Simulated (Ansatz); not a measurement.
**ZnTe: response to strain**

Base system: ZnTe in the zinc blende structure (space group F-43m, No. 216).

```
ZnTe
1.0
    0.00000     3.05670     3.05670
    3.05670     0.00000     3.05670
    3.05670     3.05670     0.00000
Te Zn
1 1
Direct
  0.75000   0.75000   0.75000
  0.00000   0.00000   0.00000
```

Cartesian axes are those of the cell as printed.

Strains are applied to the cell and any free atomic positions relax; under biaxial strain the out-of-plane vector relaxes too.

All numbers come from Kohn–Sham DFT with the r2SCAN functional, run in Ansatz (a first-principles code) with PAW and 500 eV plane waves, without spin-orbit coupling.

Candidates:
(a) biaxial strain −0.67 %, plane normal [111], relaxed out of plane
(b) isotropic strain −2.09 %
(c) biaxial strain +1.35 %, plane normal [111], relaxed out of plane
(d) uniaxial strain ε_yy = +1.59 %

Before the change:

| Quantity | Value |
|---|---|
| Band gap | 1.79 eV |

Task: Order them by band gap, highest first.

Result: (b) isotropic strain −2.09 % (2.12 eV), (a) biaxial strain −0.67 %, plane normal [111], relaxed out of plane (1.81 eV), (d) uniaxial strain ε_yy = +1.59 % (1.69 eV), (c) biaxial strain +1.35 %, plane normal [111], relaxed out of plane (1.61 eV)

Spin-orbit coupling, missing from the scalar runs, can matter with Te. Whether these cells are dynamically stable was not tested.
